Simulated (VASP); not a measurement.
# NaH (Fm-3m) in VASP: notebook, part 2 of 2

VASP 6.6.1. The steps go on from the part before.

## 3. Band structure, LDA

INCAR reads:

```
PREC = Accurate
ENCUT = 520
EDIFF = 1E-6
ISMEAR = 0
SIGMA = 0.02
LREAL = F
LASPH = T
NELM = 60
ALGO = Normal
ISIF = 2
LWAVE = F
LCHARG = F
GGA = CA
NBANDS = 11
```

KPOINTS reads:

```
regular mesh
0
Gamma
  10 10 10
```

POSCAR reads:

```
NaH
1.0
    0.0000000000      2.4400000000      2.4400000000
    2.4400000000      0.0000000000      2.4400000000
    2.4400000000      2.4400000000      0.0000000000
Na H
1 1
Direct
    0.0000000000      0.0000000000      0.0000000000
    0.5000000000      0.5000000000      0.5000000000
```

KPOINTS_OPT reads:

```
path GXWKGLUWLK,UX
20
line-mode
reciprocal
 0.0000000000  0.0000000000  0.0000000000  G
 0.5000000000  0.0000000000  0.5000000000  X

 0.5000000000  0.0000000000  0.5000000000  X
 0.5000000000  0.2500000000  0.7500000000  W

 0.5000000000  0.2500000000  0.7500000000  W
 0.3750000000  0.3750000000  0.7500000000  K

 0.3750000000  0.3750000000  0.7500000000  K
 0.0000000000  0.0000000000  0.0000000000  G

 0.0000000000  0.0000000000  0.0000000000  G
 0.5000000000  0.5000000000  0.5000000000  L

 0.5000000000  0.5000000000  0.5000000000  L
 0.6250000000  0.2500000000  0.6250000000  U

 0.6250000000  0.2500000000  0.6250000000  U
 0.5000000000  0.2500000000  0.7500000000  W

 0.5000000000  0.2500000000  0.7500000000  W
 0.5000000000  0.5000000000  0.5000000000  L

 0.5000000000  0.5000000000  0.5000000000  L
 0.3750000000  0.3750000000  0.7500000000  K

 0.6250000000  0.2500000000  0.6250000000  U
 0.5000000000  0.0000000000  0.5000000000  X
```

Potentials or basis: VASP PAW LDA potentials, release 64 (Na_pv, H).

Launch:

```console
$ cat potpaw_LDA.64/Na_pv/POTCAR potpaw_LDA.64/H/POTCAR > POTCAR
$ mpirun -np 1 vasp_std > vasp.out
```

OUTCAR:

```text
PREC = Accurate
   ENCUT = 520
   EDIFF = 1E-6
   ISMEAR = 0
   LREAL = F
   LASPH = T
   NELM = 60
   ISIF = 2
   GGA = CA

 ion  position               nearest neighbor table
   1  0.000  0.000  0.000-
   2  0.500  0.500  0.500-

  LATTYP: Found a face centered cubic cell.
 ALAT       =     4.8800000000

  Lattice vectors:

 A1 = (   0.0000000000,   2.4400000000,   2.4400000000)
 A2 = (   2.4400000000,   0.0000000000,   2.4400000000)
 A3 = (   2.4400000000,   2.4400000000,   0.0000000000)

Analysis of symmetry for initial positions (statically):
=====================================================================
 Subroutine PRICEL returns:
 Original cell was already a primitive cell.

 Routine SETGRP: Setting up the symmetry group for a
 face centered cubic supercell.

 Subroutine GETGRP returns: Found 48 space group operations
 (whereof 48 operations were pure point group operations)
 out of a pool of 48 trial point group operations.

The static configuration has the point symmetry O_h .

Analysis of symmetry for dynamics (positions and initial velocities):
=====================================================================
 Subroutine PRICEL returns:
 Original cell was already a primitive cell.

 Routine SETGRP: Setting up the symmetry group for a
 face centered cubic supercell.

 Subroutine GETGRP returns: Found 48 space group operations
 (whereof 48 operations were pure point group operations)
 out of a pool of 48 trial point group operations.

The dynamic configuration has the point symmetry O_h .

 Subroutine INISYM returns: Found 48 space group operations
 (whereof 48 operations are pure point group operations),
 and found     1 'primitive' translations

----------------------------------------------------------------------------------------

                                     Primitive cell

  volume of cell :      29.0536

  direct lattice vectors                    reciprocal lattice vectors
     0.000000000  2.440000000  2.440000000    -0.204918033  0.204918033  0.204918033
     2.440000000  0.000000000  2.440000000     0.204918033 -0.204918033  0.204918033
     2.440000000  2.440000000  0.000000000     0.204918033  0.204918033 -0.204918033

  length of vectors
     3.450681092  3.450681092  3.450681092     0.354928444  0.354928444  0.354928444

  position of ions in fractional coordinates (direct lattice)
     0.000000000  0.000000000  0.000000000
     0.500000000  0.500000000  0.500000000

  ion indices of the primitive-cell ions
   primitive index   ion index
                 1           1
                 2           2

----------------------------------------------------------------------------------------

 KPOINTS: regular mesh

Automatic generation of k-mesh.
 Grid dimensions read from file:
 generate k-points for:   10   10   10

 Generating k-lattice:

  Cartesian coordinates                     Fractional coordinates (reciprocal lattice)
    -0.020491803  0.020491803  0.020491803     0.100000000  0.000000000  0.000000000
     0.020491803 -0.020491803  0.020491803     0.000000000  0.100000000  0.000000000
     0.020491803  0.020491803 -0.020491803     0.000000000  0.000000000  0.100000000

  Length of vectors
     0.035492844  0.035492844  0.035492844

  Shift w.r.t. Gamma in fractional coordinates (k-lattice)
     0.000000000  0.000000000  0.000000000

 Subroutine IBZKPT returns following result:
 ===========================================

 Found     47 irreducible k-points:

 Following reciprocal coordinates:
            Coordinates               Weight
  0.000000  0.000000  0.000000      1.000000
  0.100000  0.000000  0.000000      8.000000
  0.200000  0.000000  0.000000      8.000000
  0.300000  0.000000  0.000000      8.000000
  0.400000  0.000000  0.000000      8.000000
  0.500000  0.000000  0.000000      4.000000
[... 16 lines left out ...]
  0.300000  0.300000  0.000000      6.000000
  0.400000  0.300000  0.000000     24.000000
 [... further k-points ...]
[... 30 lines left out ...]
   NUPDOWN=      -1.0000    fix difference up-down
   EMIN   =  10.00;   EMAX   =-10.00  energy-range for DOS
   EFERMI =   0.00;   METHOD = LEGACY
   ISMEAR =     0;   SIGMA  =   0.02  broadening in eV -4-tet -1-fermi 0-gaus
   EFERMI_NEDOS =   21; number of points for ismear=-14 and -15
   IALGO  =     38    algorithm
   IMIX   =      4    mixing-type and parameters
     AMIX     =   0.40;   BMIX     =  1.00
     AMIX_MAG =   1.60;   BMIX_MAG =  1.00
  volume/ion in A,a.u.               =      14.53        98.03
  Fermi-wavevector in a.u.,A,eV,Ry     =   1.065054  2.012660 15.433636  1.134340
  Thomas-Fermi vector in A             =   2.200593
   LORBIT       =      0    0 simple, 1 ext, 2 COOP (PROOUT), +10 PAW based schemes
   GGA     = CA    functional components
   LHFCALC =     F    Hartree Fock is set to
   AEXX    =    0.0000 exact exchange contribution
   IVDW    =     0    specifies the selected vdW correction
   LEPSILON=     F    determine dielectric tensor
   LRPA    =     F    only Hartree local field effects (RPA)
 non-spin polarized calculation
 Gauss-broadening in eV      SIGMA  =   0.02
  energy-cutoff  :      520.00
  volume of cell :       29.05
 maximum number of plane-waves:       801
 NGX is ok and might be reduce to    28
   NGX = 13   NGY = 13   NGZ = 13

 number of electron       7.9999996 magnetization

 Free energy of the ion-electron system (eV)
  ---------------------------------------------------
  ext. energy  EPLUGINS =         0.00000000
  ---------------------------------------------------
  free energy    TOTEN  =        -5.37963262 eV

  energy without entropy =       -5.37963262  energy(sigma->0) =       -5.37963262

 E-fermi :  -1.1215     XC(G=0):  -8.1305

 val. band max:       -1.3258280589   @ k =  -0.3000   0.5000   0.2000
 cond. band min:       2.0562810697   @ k =   0.5000   0.0000   0.0000
 fundamental gap:      3.3821091286
 Fermi energy:        -1.1214660937

 k-point     1 :       0.0000    0.0000    0.0000
  band No.  band energies     occupation
      1     -23.5317      2.00000
      2     -23.5317      2.00000
      3     -23.5317      2.00000
      4      -5.0123      2.00000
      5       8.8222      0.00000
      6      13.6707      0.00000
      7      13.6707      0.00000
      8      13.6707      0.00000
      9      14.5795      0.00000
     10      14.5795      0.00000
     11      14.5795      0.00000
[... 309 lines left out ...]
 k-point    24 :       0.4000    0.3000    0.0000
  band No.  band energies     occupation
      1     -23.5967      2.00000
      2     -23.5575      2.00000
      3     -23.5548      2.00000
      4      -2.5125      2.00000
      5       4.2235      0.00000
      6       7.4710      0.00000
      7       9.3858      0.00000
      8      10.1331      0.00000
      9      11.9357      0.00000
     10      19.0085      0.00000
     11      20.3623      0.00000

 [... further k-points ...]

------------------------ aborting loop because EDIFF is reached ----------------------------------------

  FORCE on cell =-STRESS in cart. coord.  units (eV):
  Direction    XX          YY          ZZ          XY          YZ          ZX
  --------------------------------------------------------------------------------------
  -------------------------------------------------------------------------------------
  Total       -0.4839007     -0.4839007     -0.4839007     -0.0000000      0.0000000      0.0000000
  in kB      -26.6850084    -26.6850084    -26.6850084     -0.0000000      0.0000000      0.0000000
  external PRESSURE =     -26.6850084 kB  Pullay stress =       0.0000000 kB

 VOLUME and BASIS-vectors are now :
 -----------------------------------------------------------------------------
  energy-cutoff  :      520.00
  volume of cell :       29.05
      direct lattice vectors                 reciprocal lattice vectors
     0.000000000  2.440000000  2.440000000    -0.204918033  0.204918033  0.204918033
     2.440000000  0.000000000  2.440000000     0.204918033 -0.204918033  0.204918033
     2.440000000  2.440000000  0.000000000     0.204918033  0.204918033 -0.204918033

 POSITION                                       TOTAL-FORCE (eV/Angst)
 -----------------------------------------------------------------------------------
      0.00000      0.00000      0.00000         0.000000      0.000000      0.000000
      2.44000      2.44000      2.44000         0.000000     -0.000000     -0.000000
 -----------------------------------------------------------------------------------
    total drift:                               -0.000000     -0.000000     -0.000000

  FREE ENERGIE OF THE ION-ELECTRON SYSTEM (eV)
  ---------------------------------------------------
  free  energy   TOTEN  =        -5.3796326205 eV

  energy  without entropy=       -5.3796326205  energy(sigma->0) =       -5.37963262
```

Run time: 35 s. Hardware: 1 thread of Intel Xeon Platinum 8488C (Sapphire Rapids), shared host; peak memory 0.14 GiB.

What came out:

```
Free energy             : -5.3796 eV
Pressure                : -2.7 GPa
Band gap on the k mesh  : 3.38 eV, indirect (least direct gap 4.26 eV)
Band gap along the path : 3.36 eV, indirect (least direct gap 4.26 eV)
```

Levels at the corners of the path, in eV from the valence-band top:
| point | band 1 | band 2 | band 3 | band 4 | band 5 | band 6 | band 7 | band 8 |
| --- | --- | --- | --- | --- | --- | --- | --- | --- |
| Γ | -22.22 | -22.22 | -22.22 | -3.71 | 10.13 | 14.98 | 14.98 | 14.98 |
| X | -22.30 | -22.25 | -22.25 | -0.19 | 4.25 | 9.57 | 10.15 | 10.15 |
| X | -22.30 | -22.25 | -22.25 | -0.19 | 4.25 | 9.57 | 10.15 | 10.15 |
| W | -22.28 | -22.28 | -22.26 | 0.00 | 5.61 | 5.61 | 7.83 | 15.70 |
| W | -22.28 | -22.28 | -22.26 | 0.00 | 5.61 | 5.61 | 7.83 | 15.70 |
| K | -22.29 | -22.27 | -22.25 | -0.12 | 4.93 | 5.91 | 10.74 | 11.21 |
| K | -22.29 | -22.27 | -22.25 | -0.12 | 4.93 | 5.91 | 10.74 | 11.21 |
| Γ | -22.22 | -22.22 | -22.22 | -3.71 | 10.13 | 14.98 | 14.98 | 14.98 |
| Γ | -22.22 | -22.22 | -22.22 | -3.71 | 10.13 | 14.98 | 14.98 | 14.98 |
| L | -22.31 | -22.24 | -22.24 | -0.90 | 3.36 | 10.38 | 12.89 | 12.89 |
| L | -22.31 | -22.24 | -22.24 | -0.90 | 3.36 | 10.38 | 12.89 | 12.89 |
| U | -22.29 | -22.27 | -22.25 | -0.12 | 4.93 | 5.91 | 10.74 | 11.21 |
| U | -22.29 | -22.27 | -22.25 | -0.12 | 4.93 | 5.91 | 10.74 | 11.21 |
| W | -22.28 | -22.28 | -22.26 | 0.00 | 5.61 | 5.61 | 7.83 | 15.70 |
| W | -22.28 | -22.28 | -22.26 | 0.00 | 5.61 | 5.61 | 7.83 | 15.70 |
| L | -22.31 | -22.24 | -22.24 | -0.90 | 3.36 | 10.38 | 12.89 | 12.89 |
| L | -22.31 | -22.24 | -22.24 | -0.90 | 3.36 | 10.38 | 12.89 | 12.89 |
| K | -22.29 | -22.27 | -22.25 | -0.12 | 4.93 | 5.91 | 10.74 | 11.21 |
| U | -22.29 | -22.27 | -22.25 | -0.12 | 4.93 | 5.91 | 10.74 | 11.21 |
| X | -22.30 | -22.25 | -22.25 | -0.19 | 4.25 | 9.57 | 10.15 | 10.15 |

Expect the measured gap to be larger: semilocal functionals such as LDA lack the derivative discontinuity.

## 4. Band structure, PBE

INCAR, as its differences from that of step 3:

```diff
@@ -12,3 +12,3 @@
 LCHARG = F
-GGA = CA
+GGA = PE
 NBANDS = 11
```

KPOINTS is that of step 3.

POSCAR is that of step 3.

KPOINTS_OPT is that of step 3.

Potentials or basis: VASP PAW PBE potentials, release 64 (Na_pv, H).

Launch:

```console
$ cat potpaw_PBE.64/Na_pv/POTCAR potpaw_PBE.64/H/POTCAR > POTCAR
$ mpirun -np 1 vasp_std > vasp.out
```

It took 35 s on 1 thread of Intel Xeon Platinum 8488C (Sapphire Rapids), shared host; peak memory 0.16 GiB.

Results (log left out):

```
Free energy             : -5.0860 eV
Pressure                : -0.7 GPa
Band gap on the k mesh  : 3.73 eV, indirect (least direct gap 4.55 eV)
Band gap along the path : 3.71 eV, indirect (least direct gap 4.55 eV)
```

Levels at the corners of the path, in eV from the valence-band top:
```tsv
point	band 1	band 2	band 3	band 4	band 5	band 6	band 7	band 8
Γ	-22.15	-22.15	-22.15	-3.54	10.16	15.39	15.39	15.39
X	-22.23	-22.18	-22.18	-0.17	4.58	9.92	10.49	10.49
X	-22.23	-22.18	-22.18	-0.17	4.58	9.92	10.49	10.49
W	-22.21	-22.21	-22.19	0.00	5.96	5.96	8.20	16.03
W	-22.21	-22.21	-22.19	0.00	5.96	5.96	8.20	16.03
K	-22.22	-22.20	-22.18	-0.11	5.27	6.26	11.08	11.56
K	-22.22	-22.20	-22.18	-0.11	5.27	6.26	11.08	11.56
Γ	-22.15	-22.15	-22.15	-3.54	10.16	15.39	15.39	15.39
Γ	-22.15	-22.15	-22.15	-3.54	10.16	15.39	15.39	15.39
L	-22.24	-22.16	-22.16	-0.84	3.71	10.58	13.20	13.20
L	-22.24	-22.16	-22.16	-0.84	3.71	10.58	13.20	13.20
U	-22.22	-22.20	-22.18	-0.11	5.27	6.26	11.08	11.56
U	-22.22	-22.20	-22.18	-0.11	5.27	6.26	11.08	11.56
W	-22.21	-22.21	-22.19	0.00	5.96	5.96	8.20	16.03
W	-22.21	-22.21	-22.19	0.00	5.96	5.96	8.20	16.03
L	-22.24	-22.16	-22.16	-0.84	3.71	10.58	13.20	13.20
L	-22.24	-22.16	-22.16	-0.84	3.71	10.58	13.20	13.20
K	-22.22	-22.20	-22.18	-0.11	5.27	6.26	11.08	11.56
U	-22.22	-22.20	-22.18	-0.11	5.27	6.26	11.08	11.56
X	-22.23	-22.18	-22.18	-0.17	4.58	9.92	10.49	10.49
```

## 5. Band structure, PBEsol

INCAR, as its differences from that of step 4:

```diff
@@ -12,3 +12,3 @@
 LCHARG = F
-GGA = PE
+GGA = PS
 NBANDS = 11
```

KPOINTS is that of step 4.

POSCAR is that of step 4.

KPOINTS_OPT is that of step 4.

Launch:

```console
$ cat potpaw_PBE.64/Na_pv/POTCAR potpaw_PBE.64/H/POTCAR > POTCAR
$ mpirun -np 1 vasp_std > vasp.out
```

Wall time 43 s (1 thread of Intel Xeon Platinum 8488C (Sapphire Rapids), shared host); peak memory 0.16 GiB.

Results (log left out):

- Free energy: -5.0805 eV
- Pressure: -1.2 GPa
- Band gap on the k mesh: 3.54 eV, indirect (least direct gap 4.40 eV)
- Band gap along the path: 3.52 eV, indirect (least direct gap 4.40 eV)

Levels at the corners of the path, in eV from the valence-band top:
```csv
point,band 1,band 2,band 3,band 4,band 5,band 6,band 7,band 8
Γ,-22.05,-22.05,-22.05,-3.64,10.16,15.18,15.18,15.18
X,-22.13,-22.08,-22.08,-0.18,4.36,9.67,10.32,10.32
X,-22.13,-22.08,-22.08,-0.18,4.36,9.67,10.32,10.32
W,-22.10,-22.10,-22.08,0.00,5.73,5.73,8.06,15.92
W,-22.10,-22.10,-22.08,0.00,5.73,5.73,8.06,15.92
K,-22.11,-22.10,-22.07,-0.12,5.04,6.07,10.91,11.41
K,-22.11,-22.10,-22.07,-0.12,5.04,6.07,10.91,11.41
Γ,-22.05,-22.05,-22.05,-3.64,10.16,15.18,15.18,15.18
Γ,-22.05,-22.05,-22.05,-3.64,10.16,15.18,15.18,15.18
L,-22.14,-22.06,-22.06,-0.88,3.52,10.43,13.05,13.05
L,-22.14,-22.06,-22.06,-0.88,3.52,10.43,13.05,13.05
U,-22.11,-22.10,-22.07,-0.12,5.04,6.07,10.91,11.41
U,-22.11,-22.10,-22.07,-0.12,5.04,6.07,10.91,11.41
W,-22.10,-22.10,-22.08,0.00,5.73,5.73,8.06,15.92
W,-22.10,-22.10,-22.08,0.00,5.73,5.73,8.06,15.92
L,-22.14,-22.06,-22.06,-0.88,3.52,10.43,13.05,13.05
L,-22.14,-22.06,-22.06,-0.88,3.52,10.43,13.05,13.05
K,-22.11,-22.10,-22.07,-0.12,5.04,6.07,10.91,11.41
U,-22.11,-22.10,-22.07,-0.12,5.04,6.07,10.91,11.41
X,-22.13,-22.08,-22.08,-0.18,4.36,9.67,10.32,10.32
```

Caveat: the PAW data sets were made with another functional, which shifts forces and pressure a little. Expect the measured gap to be larger: semilocal functionals such as PBEsol lack the derivative discontinuity.

## 6. Band structure, r2SCAN

INCAR, as its differences from that of step 5:

```diff
@@ -12,3 +12,4 @@
 LCHARG = F
-GGA = PS
+METAGGA = R2SCAN
+LMIXTAU = T
 NBANDS = 11
```

KPOINTS is that of step 5.

POSCAR is that of step 5.

KPOINTS_OPT is that of step 5.

Potentials or basis: VASP PAW PBE potentials, release 64 (Na_pv, H).

Launch:

```console
$ cat potpaw_PBE.64/Na_pv/POTCAR potpaw_PBE.64/H/POTCAR > POTCAR
$ mpirun -np 1 vasp_std > vasp.out
```

Run time: 2.5 min. Hardware: 1 thread of Intel Xeon Platinum 8488C (Sapphire Rapids), shared host; peak memory 0.16 GiB.

It converged, with:

```yaml
Free_energy: -7.5952 eV
Pressure: -1.3 GPa
Band_gap_on_the_k_mesh: 4.33 eV, indirect (least direct gap 5.14 eV)
Band_gap_along_the_path: 4.31 eV, indirect (least direct gap 5.14 eV)
```

Levels at the corners of the path, in eV from the valence-band top:
```tsv
point	band 1	band 2	band 3	band 4	band 5	band 6	band 7	band 8	band 9
Γ	-22.96	-22.96	-22.96	-3.47	11.17	16.13	16.13	16.13	16.98
X	-23.03	-22.98	-22.98	-0.16	5.12	10.59	11.20	11.20	12.73
X	-23.03	-22.98	-22.98	-0.16	5.12	10.59	11.20	11.20	12.73
W	-23.00	-23.00	-22.98	0.00	6.53	6.53	9.05	17.29	18.38
W	-23.00	-23.00	-22.98	0.00	6.53	6.53	9.05	17.29	18.38
K	-23.01	-23.00	-22.98	-0.11	5.82	6.92	11.77	12.59	17.53
K	-23.01	-23.00	-22.98	-0.11	5.82	6.92	11.77	12.59	17.53
Γ	-22.96	-22.96	-22.96	-3.47	11.17	16.13	16.13	16.13	16.98
Γ	-22.96	-22.96	-22.96	-3.47	11.17	16.13	16.13	16.13	16.98
L	-23.04	-22.96	-22.96	-0.82	4.31	11.48	13.73	13.73	17.26
L	-23.04	-22.96	-22.96	-0.82	4.31	11.48	13.73	13.73	17.26
U	-23.01	-23.00	-22.98	-0.11	5.82	6.92	11.77	12.59	17.53
U	-23.01	-23.00	-22.98	-0.11	5.82	6.92	11.77	12.59	17.53
W	-23.00	-23.00	-22.98	0.00	6.53	6.53	9.05	17.29	18.38
W	-23.00	-23.00	-22.98	0.00	6.53	6.53	9.05	17.29	18.38
L	-23.04	-22.96	-22.96	-0.82	4.31	11.48	13.73	13.73	17.26
L	-23.04	-22.96	-22.96	-0.82	4.31	11.48	13.73	13.73	17.26
K	-23.01	-23.00	-22.98	-0.11	5.82	6.92	11.77	12.59	17.53
U	-23.01	-23.00	-22.98	-0.11	5.82	6.92	11.77	12.59	17.53
X	-23.03	-22.98	-22.98	-0.16	5.12	10.59	11.20	11.20	12.73
```

Caveat: the PAW data sets were made with another functional, which shifts forces and pressure a little. r2SCAN opens gaps a little over a GGA but as a rule still falls short of measured ones.

## 7. For comparison

An earlier run on the cell as given: functional PBE; potentials or basis VASP PAW PBE potentials, release 64 (Na_pv, H); cutoff 520 eV; k mesh 9 × 9 × 9; occupations fermi-dirac, width 0.05 eV; no spin polarisation.

* Pressure: -0.7 GPa
* Band gap on the k mesh: 4.01 eV, indirect (least direct gap 4.70 eV)

## 8. The runs side by side

| task | level | potentials or basis | k mesh | cutoff (eV) | smearing | ladder | gap on the mesh (eV) | pressure (GPa) |
| --- | --- | --- | --- | --- | --- | --- | --- | --- |
| band structure | PBE+D2 | VASP PAW PBE potentials, release 64 (Na_sv_GW, H_GW) | 9 × 9 × 9 | 550 | gaussian 0.05 eV | - | - | - |
| band structure | LDA | VASP PAW LDA potentials, release 64 (Na_pv, H) | 10 × 10 × 10 | 520 | gaussian 0.02 eV | free | 3.38 | -2.7 |
| band structure | PBE | VASP PAW PBE potentials, release 64 (Na_pv, H) | 10 × 10 × 10 | 520 | gaussian 0.02 eV | free | 3.73 | -0.7 |
| band structure | PBEsol | VASP PAW PBE potentials, release 64 (Na_pv, H) | 10 × 10 × 10 | 520 | gaussian 0.02 eV | free | 3.54 | -1.2 |
| band structure | r2SCAN | VASP PAW PBE potentials, release 64 (Na_pv, H) | 10 × 10 × 10 | 520 | gaussian 0.02 eV | free | 4.33 | -1.3 |
| single point | PBE | VASP PAW PBE potentials, release 64 (Na_pv, H) | 9 × 9 × 9 | 520 | fermi-dirac 0.05 eV | - | 4.01 | -0.7 |

Alike in all rows: no spin polarisation; cell as given.

Caveats: the PAW data sets were made with another functional, which shifts forces and pressure a little (some runs); an odd mesh through Γ misses points on the zone boundary, where band edges often lie (some runs).

Total energies depend on the potentials used, so only differences within one code and one set of settings carry meaning.
